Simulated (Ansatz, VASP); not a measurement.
# Two plane-wave programs on InAs

```
In As
1.0
     0.00000    3.02400    3.02400
     3.02400    0.00000    3.02400
     3.02400    3.02400    0.00000
In As
1 1
Direct
  0.00000 0.00000 0.00000
  0.25000 0.25000 0.25000
```

Alike in both runs: task relaxation of cell and atoms; functional PBE; k mesh 16 × 16 × 16; occupations gaussian, width 0.1 eV; no spin polarisation.

```csv
,VASP,Ansatz
version,VASP 6.6.1,Ansatz 0.2.0
potentials or method,"VASP PAW PBE potentials, release 64 (In_d, As)","scalar-relativistic, plane waves, PAW"
plane-wave cutoff (eV),600,420
valence electrons in the cell,18,28
```

|  | VASP | Ansatz | Ansatz less VASP |
| --- | --- | --- | --- |
| gap on the k mesh at the Fermi level, each at its own relaxed structure (eV) | none | none | - |
| relaxed volume (Å³/atom) | 29.62 | 29.60 | -0.022 |
| relaxed cell length with the largest relative difference (Å) | 4.376 | 4.375 | -0.0011 |
| energy change over the relaxation (meV/atom) | -23 | -22 | +0.8 |

A gap of «none» marks a metal or a gap that the smearing closes. The two sets of potentials don't hold the same shells in valence.

PBE usually gives volumes a little too large and moduli too small. Zero-point motion and thermal expansion aren't in these numbers.
